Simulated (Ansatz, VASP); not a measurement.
## CdTe: VASP beside Ansatz

```xyz
2
Lattice="3.1599 3.1599 0.0000 -3.1599 3.1599 0.0000 0.0000 3.1599 3.1599" Properties=species:S:1:pos:R:3 pbc="T T T"
Cd    0.0000    0.0000    0.0000
Te    1.5799    4.7398    1.5799
```

Alike in both runs: functional PBEsol; k mesh 6 × 6 × 6; no spin polarisation.

Ansatz relaxed the structure, and its values are those at the end. VASP's run is a single point on that final structure, the one shown.

|  | VASP | Ansatz |
| --- | --- | --- |
| version | VASP 6.6.1 | Ansatz 0.2.0 |
| potentials or method | VASP PAW PBE potentials, release 64 (Cd, Te) | PAW with Ansatz's default frozen-core files, scalar-relativistic |
| plane-wave cutoff (eV) | 520 | 420 |
| occupations | gaussian, width 0.01 eV | fixed |
| valence electrons in the cell | 18 | 36 |

|  | VASP | Ansatz | Ansatz less VASP |
| --- | --- | --- | --- |
| gap on the k mesh at the Fermi level (eV) | 0.89 | 0.88 | -0.006 |
| pressure (GPa) | 4.2 | 4.0 | -0.22 |

The two sets of potentials don't hold the same shells in valence.

Caveats: the PAW data sets were made with another functional, which shifts forces and pressure a little (VASP); spin-orbit coupling is left out, which moves the levels of the heavy elements.
